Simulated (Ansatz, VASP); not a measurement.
One calculation of SiC, two programs

```xyz
2
Lattice="0.0000 2.1784 2.1784 2.1784 0.0000 2.1784 2.1784 2.1784 0.0000" Properties=species:S:1:pos:R:3 pbc="T T T"
Si    0.0257    0.0000    0.0154
C     3.2076    3.2676    3.2316
```

Change from the starting cell: mode 4 frozen in at -0.060 Å and mode 5 at -0.036 Å (largest displacements).

Alike in both runs: task single point; functional PBEsol; k mesh 10 × 10 × 10; occupations gaussian, width 0.05 eV; no spin polarisation.

```csv
,VASP,Ansatz
version,VASP 6.6.1,Ansatz 0.2.0
potentials or method,"VASP PAW PBE potentials, release 64 (Si, C)","scalar-relativistic, plane waves, PAW"
plane-wave cutoff (eV),520,520
valence electrons in the cell,8,8
```

VASP gave:

| Item | Value |
| --- | --- |
| gap on the k mesh at the Fermi level (eV) | 0.76 |
| least direct gap on the mesh (eV) | 4.22 |
| pressure (GPa) | 1.5 |
| largest component of the traceless stress (GPa) | 5.82 |
| rms of the force components (eV/Å) | 1.125 |

Question: What did Ansatz give for the same quantities?

Answer: gap on the k mesh at the Fermi level (eV): 0.77; least direct gap on the mesh (eV): 4.24; pressure (GPa): 1.2; largest component of the traceless stress (GPa): 5.74; rms of the force components (eV/Å): 1.122.

Atom by atom the forces differ by 0.004 eV/Å (rms over components). Ansatz warned: «pseudo_functional_mismatch».

Caveats: the PAW data sets were made with another functional, which shifts forces and pressure a little (VASP). A k mesh can miss the band edges.
